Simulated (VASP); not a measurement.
A run of VASP 6.6.1 is set up as follows.

Contents of INCAR:

```
SYSTEM = Os
PREC     = Accurate       ! precision mode
ENCUT    = 300            ! plane-wave cutoff, eV
EDIFF    = 1E-7           ! SCF threshold, eV
ISMEAR   = 1              ! smearing method
SIGMA    = 0.1            ! smearing width, eV
LREAL    = .FALSE.        ! projectors in reciprocal space
LASPH    = .TRUE.         ! aspherical terms in the spheres
NELM     = 80             ! most SCF steps
ALGO     = Normal         ! electronic algorithm
ISIF     = 4              ! what is computed and relaxed
LWAVE    = .FALSE.        ! write WAVECAR
LCHARG   = .FALSE.        ! write CHGCAR
GGA      = PE             ! functional
IBRION   = 2              ! ionic algorithm
NSW      = 40             ! ionic steps
EDIFFG   = -0.01          ! ionic threshold
```

File KPOINTS:

```
Automatic mesh
0
G
  8 8 5
  0 0 0
```

The input POSCAR:

```
Os                                      
1.0
    2.7847107949      0.0000000000      0.0000000000
   -1.3923553974      2.4116302905      0.0000000000
    0.0000000000      0.0000000000      4.3955621691
  Os            
     2
Direct
     0.3333333332999970    0.6666666667000030    0.2500000000000000
     0.6666666667000030    0.3333333332999970    0.7500000000000000
```

Potentials or basis: VASP PAW PBE potentials, release 64 (Os).

Launch:

```sh
$ cat potpaw_PBE.64/Os/POTCAR > POTCAR
$ mpirun -np 1 vasp_std > vasp.out
```

Task: Estimate the energy gained by relaxing.

Result: 0.1 meV/atom.

Task: Estimate the band gap on the k mesh.

Result: None (metal or under the smearing width).

Step by step:
| step | energy change (eV) | largest force (eV/Å) | pressure (GPa) |
| --- | --- | --- | --- |
| 1 | 0.0000 | 0.0000 | -14.73 |
| 2 | -0.0001 | 0.0000 | -14.64 |
| 3 | -0.0002 | 0.0000 | -14.68 |

Spin-orbit coupling is left out, which matters for the levels of Os.
